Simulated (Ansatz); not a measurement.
## Ca under pressure: fit and missing row

Ca, I4/mmm, a = 4.391 Å, c = 4.370 Å. This isn't the element's structure at ambient conditions. Ansatz: PBE, PAW, 420 eV, Γ-centred 14×14×14 mesh on 1 atom, Gaussian smearing 0.10 eV; no spin polarisation. Cell and atoms are relaxed at each pressure, and no other structure is tried, so the rows at high pressure may lie past a change of phase.

```tsv
V (Å³/atom)	P (GPa)
?	89.98
17.972	50.00
23.151	25.00
28.395	12.01
34.964	4.03
39.774	1.02
42.134	0.00
44.966	-0.97
```

Question: Take V0 = 42.134 Å³/atom, fit the third-order Birch–Murnaghan form to the other rows, and predict the missing volume.

Answer: With the Eulerian strain f = ½[(V0/V)^(2/3) − 1] and y = P/[3f(1 + 2f)^(5/2)], the form is the line y = B0 + 1.5 B0 (B0′ − 4) f. Rows (f, y): 0.38239, 10.53; 0.24532, 12.52; 0.15047, 13.78; 0.06621, 14.87; 0.01959, 15.77; -0.02122, 16.98. Means f = 0.1405, y = 14.075; Σ(Δf)² = 0.1159, ΣΔfΔy = -1.757; the slope is their ratio. y = 16.20 − 15.16 f GPa, so B0 = 16.2 GPa and B0′ = 4 + 2 × (-15.16)/(3 × 16.20) = 3.38. P = 89.98 GPa is met at f = 0.58922 (y = 7.267), so V = V0 (1 + 2f)^(−3/2) = 13.104 Å³/atom. The run gave 13.674 Å³/atom, so the fit is 0.570 Å³/atom too low, 1.8 % of the span of the series, against an rms of 0.077 Å³/atom on the fitted rows. The row lies outside the fitted range. A fourth-order term fitted to the same rows gives P = 98.17 GPa at this row's volume (the line 84.54, the run 89.98), no gain. Also, this row ran on the mesh 18×18×18, its neighbour on 16×16×16, which can shift it a little.

The mesh isn't the same in all rows (14×14×14, 16×16×16, 18×18×18).